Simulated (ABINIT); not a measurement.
**BAs (F-43m): G0W0 on several meshes in ABINIT**

Aim: the GW shift of BAs (F-43m) against the k mesh.

Main program and level: ABINIT 10.8.3; PBE and many-body steps on it, plane waves.

**1. Set-up**

Symmetry: F-43m, No. 216, cubic system. Conventional cell: a = 4.777 Å, b = 4.777 Å, c = 4.777 Å, α = 90.00°, β = 90.00°, γ = 90.00°. B has 4 As at 2.07 Å nearest. Nearest to As lie 4 B at 2.07 Å. Farther neighbours are not listed.

The cell and positions come from the Crystallography Open Database and are kept as given unless a step says otherwise.

**2. Empty states on the mesh, 6×6×6 mesh, 516 bands**

This step: ABINIT 10.8.3; DFT, PBE, plane waves, norm-conserving pseudopotentials.

The sums over transitions need many empty states on a uniform mesh; this step solves for them.

File run.abi:

```
acell 3*1.0 Angstrom
rprim 
  -0.000000000000 2.388500000000 2.388500000000
  2.388500000000 -0.000000000000 2.388500000000
  2.388500000000 2.388500000000 -0.000000000000
ntypat 2
znucl 5 33
natom 2
typat 1 2
xred 
  0.000000000000 0.000000000000 0.000000000000
  0.250000000000 0.250000000000 0.250000000000
pp_dirpath "pseudos"
pseudos "B.upf, As.upf"
ecut 44
ngkpt 6 6 6
nshiftk 1
shiftk 0 0 0
kptopt 1
chksymbreak 0
irdden 1
istwfk *1
nband 516
prtvol 0
optdriver 6
gwr_task "HDIAGO"
paral_kgb 0
occopt 1
indata_prefix "in"
outdata_prefix "out"
tmpdata_prefix "tmp"
```

On the command line:

```console
$ OMP_NUM_THREADS=1 mpirun -n 4 abinit run.abi > log
```

Log:

```text
.Version 10.8.3 of ABINIT. v10.8.2 released Aug 2026.

 Symmetries : space group F-4 3 m (#216); Bravais cF (face-center cubic)
[... echo of the input left out ...]
== DATASET  1 ==================================================================
-   mpi_nproc: 4, omp_nthreads: 1 (-1 if OMP is not activated)

--- !DatasetInfo
iteration_state: {dtset: 1, }
dimensions: {natom: 2, nkpt: 16, mband: 516, nsppol: 1, nspinor: 1, nspden: 1, mpw: 2637, }
cutoff_energies: {ecut:  44.0, pawecutdg:  -1.0, }
[...]
Indirect band gap semiconductor
 Fundamental gap:     1.293 (eV)
   VBM:     7.999 (eV) at k: [ 0.0000E+00,  0.0000E+00,  0.0000E+00]
   CBM:     9.292 (eV) at k: [ 3.3333E-01,  3.3333E-01,  0.0000E+00]
 Direct gap:         3.289 (eV) at k: [ 0.0000E+00,  0.0000E+00,  0.0000E+00]

== END DATASET(S) ==============================================================
================================================================================

 -outvars: echo values of variables after computation  --------
           etotal      0.0000000000E+00
            nband         516
             nkpt          16
          spgroup         216
 [... the other variables as echoed above ...]

 Calculation completed.
```

Elapsed: 62 s, on 4 MPI ranks of Arm Neoverse V1, shared host; peak memory 1.7 GiB.

This step gave:

```
gap                                                           : 1.293 eV
k of the valence top                                          : 0, 0, 0
k of the conduction bottom                                    : 0.3333, 0.3333, 0
least direct gap                                              : 3.289 eV
k points computed                                             : 16
lowest point of the top converged band, above the valence top : 374.9317 eV
```

On this mesh the gap is 1.293 eV.

The density comes from a self-consistent run that is not shown.

**3. Screening, 6×6×6 mesh, 111 bands, screening to 170.3 eV**

The RPA dielectric matrix is built and inverted for each q.

This step: RPA screening on PBE, plane waves, norm-conserving pseudopotentials.

run.abi, as its differences from that of step 2:

```diff
@@ -20,10 +20,11 @@
 chksymbreak 0
-irdden 1
 istwfk *1
-nband 516
-prtvol 0
-optdriver 6
-gwr_task "HDIAGO"
-paral_kgb 0
 occopt 1
+irdwfk 1
+optdriver 3
+nband 111
+ecuteps 6.26
+inclvkb 2
+awtr 1
+symchi 1
 indata_prefix "in"
```

Log:

```text
.Version 10.8.3 of ABINIT. v10.8.2 released Aug 2026.

 Symmetries : space group F-4 3 m (#216); Bravais cF (face-center cubic)
[... echo of the input left out ...]
== DATASET  1 ==================================================================
-   mpi_nproc: 4, omp_nthreads: 1 (-1 if OMP is not activated)

--- !DatasetInfo
iteration_state: {dtset: 1, }
dimensions: {natom: 2, nkpt: 16, mband: 111, nsppol: 1, nspinor: 1, nspden: 1, mpw: 2637, }
cutoff_energies: {ecut:  44.0, pawecutdg:  -1.0, }
electrons: {nelect:   2.60000000E+01, charge:   0.00000000E+00, occopt:   1.00000000E+00, tsmear:   1.00000000E-02, }

 SCREENING: Calculation of the susceptibility and dielectric matrices

 Based on a program developped by R.W. Godby, V. Olevano, G. Onida, and L. Reining.
 Incorporated in ABINIT by V. Olevano, G.-M. Rignanese, and M. Torrent.
.Using double precision arithmetic ; gwpc =  8

[... cell and pseudopotentials left out ...]
--------------------------------------------------------------------------------

 ==== K-mesh for the wavefunctions ====
 Number of points in the irreducible wedge :    16
[... list of points left out ...]
 Together with 24 symmetry operations and time-reversal symmetry
 yields   216 points in the full Brillouin Zone.

 ==== Q-mesh for the screening function ====
 Number of points in the irreducible wedge :    16
[... list of points left out ...]
 Together with 24 symmetry operations and time-reversal symmetry
 yields   216 points in the full Brillouin Zone.

 setmesh: FFT mesh size selected  =    25x   25x   25
          total number of points  =        15625

 vcoul_init : cutoff-mode = AUXILIARY_FUNCTION
 q-points for optical limit:   1
     1)      0.000010    0.000020    0.000030

- screening: taking advantage of time-reversal symmetry
- Maximum band index for partially occupied states nbvw = 13
- Remaining bands to be divided among processors   nbcw = 98
- Number of bands treated by each node ~24

 Number of electrons calculated from density =   26.0000; Expected =   26.0000
 average of density, n =  0.141374
 r_s =    1.1908
 omega_plasma =   36.2695 [eV]

 calculating chi0 at frequencies [eV] :
  1    0.000000E+00    0.000000E+00
  2    0.000000E+00    3.626946E+01

--------------------------------------------------------------------------------
  q-point number  1        q = ( 0.000000, 0.000000, 0.000000) [r.l.u.]
--------------------------------------------------------------------------------
[... chi0 elements left out ...]
 For q-point:  0.000010 0.000020 0.000030
  dielectric constant =  10.5104
  dielectric constant without local fields =  11.5091

  Average fulfillment of the sum rule on Im[epsilon] for q-point    1 :     50.59  [%]
[... wings left out ...]
  q-point number  2        q = ( 0.166667, 0.000000, 0.000000) [r.l.u.]
--------------------------------------------------------------------------------
[... chi0 elements left out ...]
  Average fulfillment of the sum rule on Im[epsilon] for q-point    2 :     59.79  [%]

 [... 14 further q-points ...]
```

The job ended after 1.7 min (4 MPI ranks; peak memory 1 GiB).

This step gave:

```
ε∞ with local fields, on this mesh, along the program's q direction : 10.51
the same without local fields                                       : 11.51
plasma frequency                                                    : 36.27 eV
plane waves in the screening matrix                                 : 137
```

Local fields lower ε∞ by 9 %.

**4. 6×6×6**

The self-energy is evaluated for the states that the input lists, and the levels follow from it, in one-shot runs by the linearised quasiparticle equation.

This step: G0W0 on PBE, plane waves, norm-conserving pseudopotentials.

run.abi, as its differences from that of step 3:

```diff
@@ -23,8 +23,21 @@
 irdwfk 1
-optdriver 3
+optdriver 4
 nband 111
+gwcalctyp 0
+ecutsigx 44
+symsigma 1
+nkptgw 4
+kptgw 
+  0.0000000000 0.0000000000 0.0000000000
+  0.3333333333 0.3333333333 0.0000000000
+  0.5000000000 0.0000000000 0.0000000000
+  0.5000000000 0.5000000000 0.0000000000
+bdgw 
+  11 16
+  12 15
+  12 16
+  12 15
 ecuteps 6.26
-inclvkb 2
-awtr 1
-symchi 1
+irdscr 1
+ppmodel 1
 indata_prefix "in"
```

Log:

```text
.Version 10.8.3 of ABINIT. v10.8.2 released Aug 2026.

 Symmetries : space group F-4 3 m (#216); Bravais cF (face-center cubic)
[... echo of the input left out ...]
== DATASET  1 ==================================================================
-   mpi_nproc: 4, omp_nthreads: 1 (-1 if OMP is not activated)

--- !DatasetInfo
iteration_state: {dtset: 1, }
dimensions: {natom: 2, nkpt: 16, mband: 111, nsppol: 1, nspinor: 1, nspden: 1, mpw: 2637, }
cutoff_energies: {ecut:  44.0, pawecutdg:  -1.0, }
electrons: {nelect:   2.60000000E+01, charge:   0.00000000E+00, occopt:   1.00000000E+00, tsmear:   1.00000000E-02, }

 SIGMA: Calculation of the GW corrections

 Based on a program developped by R.W. Godby, V. Olevano, G. Onida, and L. Reining.
 Incorporated in ABINIT by V. Olevano, G.-M. Rignanese, and M. Torrent.
.Using double precision arithmetic ; gwpc =  8

[... cell and pseudopotentials left out ...]
--------------------------------------------------------------------------------

 ==== K-mesh for the wavefunctions ====
 Number of points in the irreducible wedge :    16
[... list of points left out ...]
 Together with 24 symmetry operations and time-reversal symmetry
 yields   216 points in the full Brillouin Zone.

 ==== Q-mesh for screening function ====
 Number of points in the irreducible wedge :    16
[... list of points left out ...]
 Together with 24 symmetry operations and time-reversal symmetry
 yields   216 points in the full Brillouin Zone.

 vcoul_init : cutoff-mode = AUXILIARY_FUNCTION
 q-points for optical limit:   1
     1)      0.000010    0.000020    0.000030
 setmesh: FFT mesh size selected  =    40x   40x   40
          total number of points  =        64000

 Number of electrons calculated from density =   26.0000; Expected =   26.0000
 average of density, n =  0.141374
 r_s =    1.1908
 omega_plasma =   36.2695 [eV]

 === KS Band Gaps ===
  >>>> For spin  1
   Minimum direct gap =   3.2894 [eV], located at k-point      :   0.0000  0.0000  0.0000
   Fundamental gap    =   1.2928 [eV], Top of valence bands at :   0.0000  0.0000  0.0000
                                       Bottom of conduction at :   0.3333  0.3333  0.0000
 SIGMA fundamental parameters:
 PLASMON POLE MODEL  1
 number of plane-waves for SigmaX                 2637
 number of plane-waves for SigmaC and W            137
 number of plane-waves for wavefunctions          2637
 number of bands                                   111
 number of independent spin polarizations            1
 number of spinorial components                      1
 number of k-points in IBZ                          16
 number of q-points in IBZ                          16
 number of symmetry operations                      24
 number of k-points in BZ                          216
 number of q-points in BZ                          216
 number of frequencies for dSigma/dE                 9
 frequency step for dSigma/dE [eV]                0.25
 number of omega for Sigma on real axis              0
 max omega for Sigma on real axis  [eV]           0.00
 zcut for avoiding poles [eV]                     0.10

 EPSILON^-1 parameters (SCR file):
 dimension of the eps^-1 matrix on file            137
 dimension of the eps^-1 matrix used               137
 number of plane-waves for wavefunctions          2637
 number of bands                                   111
 number of q-points in IBZ                          16
 number of frequencies                               2
 number of real frequencies                          1
 number of imag frequencies                          1

 matrix elements of self-energy operator (all in [eV])

 Perturbative Calculation

--- !SelfEnergy_ee
iteration_state: {dtset: 1, }
kpoint     : [   0.000,    0.000,    0.000, ]
spin       : 1
KS_gap     :    3.289
QP_gap     :    4.129
Delta_QP_KS:    0.840
data: !SigmaeeData |
     Band     E0 <VxcDFT>   SigX SigC(E0)      Z dSigC/dE  Sig(E)    E-E0       E
       11   7.999 -14.188 -15.543   0.691   0.807  -0.238 -14.724  -0.536   7.463
       12   7.999 -14.188 -15.543   0.691   0.807  -0.238 -14.724  -0.536   7.463
       13   7.999 -14.188 -15.543   0.691   0.807  -0.238 -14.724  -0.536   7.463
       14  11.288 -13.053  -8.369  -4.308   0.810  -0.235 -12.748   0.304  11.592
       15  11.288 -13.053  -8.369  -4.308   0.810  -0.235 -12.748   0.304  11.592
       16  11.288 -13.053  -8.369  -4.308   0.810  -0.235 -12.748   0.304  11.592

--- !SelfEnergy_ee
iteration_state: {dtset: 1, }
kpoint     : [   0.333,    0.333,    0.000, ]
spin       : 1
KS_gap     :    4.744
QP_gap     :    5.547
Delta_QP_KS:    0.803
data: !SigmaeeData |
     Band     E0 <VxcDFT>   SigX SigC(E0)      Z dSigC/dE  Sig(E)    E-E0       E
[...]
--- !SelfEnergy_ee
iteration_state: {dtset: 1, }
kpoint     : [   0.500,    0.000,    0.000, ]
spin       : 1
KS_gap     :    4.519
QP_gap     :    5.301
Delta_QP_KS:    0.782
data: !SigmaeeData |
     Band     E0 <VxcDFT>   SigX SigC(E0)      Z dSigC/dE  Sig(E)    E-E0       E
[...]
--- !SelfEnergy_ee
iteration_state: {dtset: 1, }
kpoint     : [   0.500,    0.500,    0.000, ]
spin       : 1
KS_gap     :    5.527
QP_gap     :    6.305
Delta_QP_KS:    0.779
data: !SigmaeeData |
     Band     E0 <VxcDFT>   SigX SigC(E0)      Z dSigC/dE  Sig(E)    E-E0       E
[...]
13   3.925 -13.085 -16.210   2.124   0.793  -0.261 -13.879  -0.795   3.131
       14   9.452 -11.169  -7.018  -4.171   0.817  -0.224 -11.185  -0.016   9.436
       15   9.457 -11.373  -7.114  -4.187   0.820  -0.219 -11.314   0.059   9.516

== END DATASET(S) ==============================================================
================================================================================

 -outvars: echo values of variables after computation  --------
           etotal      0.0000000000E+00
            nband         111
             nkpt          16
          spgroup         216
 [... the other variables as echoed above ...]

 Calculation completed.
```

The job ended after 21 s (4 MPI ranks; peak memory 0.94 GiB).

This step gave:

| Property | Result |
| --- | --- |
| G0W0 gap on the mesh | 1.879 eV |
| starting gap on the mesh | 1.293 eV |
| k of the valence top | 0, 0, 0 |
| k of the conduction bottom | 0.3333, 0.3333, 0 |
| Z at the valence top | 0.807 |
| Z at the conduction bottom | 0.817 |
| least direct G0W0 gap on the computed points | 4.129 eV |

The gap on the mesh goes from 1.29 eV to 1.88 eV, a correction of +0.59 eV.

**5. Empty states on the mesh, 8×8×8 mesh, 119 bands**

This step: DFT, PBE, plane waves, norm-conserving pseudopotentials.

File run.abi:

```
acell 3*1.0 Angstrom
rprim 
  -0.000000000000 2.388500000000 2.388500000000
  2.388500000000 -0.000000000000 2.388500000000
  2.388500000000 2.388500000000 -0.000000000000
ntypat 2
znucl 5 33
natom 2
typat 1 2
xred 
  0.000000000000 0.000000000000 0.000000000000
  0.250000000000 0.250000000000 0.250000000000
pp_dirpath "pseudos"
pseudos "B.upf, As.upf"
ecut 44
ngkpt 8 8 8
nshiftk 1
shiftk 0 0 0
kptopt 1
chksymbreak 0
irdden 1
istwfk *1
nband 119
prtvol 0
optdriver 6
gwr_task "HDIAGO"
paral_kgb 0
occopt 1
indata_prefix "in"
outdata_prefix "out"
tmpdata_prefix "tmp"
```

Log:

```text
[banner, memory and clock lines left out]
.Version 10.8.3 of ABINIT. v10.8.2 released Aug 2026.

 Symmetries : space group F-4 3 m (#216); Bravais cF (face-center cubic)
[... echo of the input left out ...]
== DATASET  1 ==================================================================
-   mpi_nproc: 4, omp_nthreads: 1 (-1 if OMP is not activated)

--- !DatasetInfo
iteration_state: {dtset: 1, }
dimensions: {natom: 2, nkpt: 29, mband: 119, nsppol: 1, nspinor: 1, nspden: 1, mpw: 2637, }
cutoff_energies: {ecut:  44.0, pawecutdg:  -1.0, }
[...]
Integrated=    2.6000E+01

 === KS gaps after direct diagonalization ===
 Indirect band gap semiconductor
 Fundamental gap:     1.208 (eV)
   VBM:     7.999 (eV) at k: [ 0.0000E+00,  0.0000E+00,  0.0000E+00]
   CBM:     9.207 (eV) at k: [ 3.7500E-01,  3.7500E-01,  0.0000E+00]
 Direct gap:         3.289 (eV) at k: [ 0.0000E+00,  0.0000E+00,  0.0000E+00]

== END DATASET(S) ==============================================================

 -outvars: echo values of variables after computation  --------
           etotal      0.0000000000E+00
            nband         119
             nkpt          29
          spgroup         216
 [... the other variables as echoed above ...]

 Calculation completed.
```

It took 2 min on 4 MPI ranks; peak memory 1.7 GiB.

Numbers from this step:

- gap: 1.208 eV
- k of the valence top: 0, 0, 0
- k of the conduction bottom: 0.375, 0.375, 0
- least direct gap: 3.289 eV
- k points computed: 29
- lowest point of the top converged band, above the valence top: 119.0890 eV

On this mesh the gap is 1.208 eV.

[end of part 1 of 2]

[Paths, hosts, dates, memory and timing lines, banners, echoed tables and standing remarks are left out of the program output.]

[Logs are printed without paths, hosts, clocks, repeated set-up lines and the standing remarks that a program may print on its own settings, such as how far it seeks lower states.]

[Runs of the session that timed out or met a known fault of the program may be left out.]

[Hosts, paths, dates, database ids (printed as entryN), source tags and the programs' standing remarks are cut or masked in the printed files.]

[G0W0 gaps are taken among the corrected bands and points alone; a level outside them can change the order at an edge.]

[Where Ansatz stands beside ABINIT at settings called matched, ABINIT's density can come from a denser mesh and the files from another edition; pairs whose starting gaps differed by over 0.03 eV were left out, so agreement reads better than it is.]
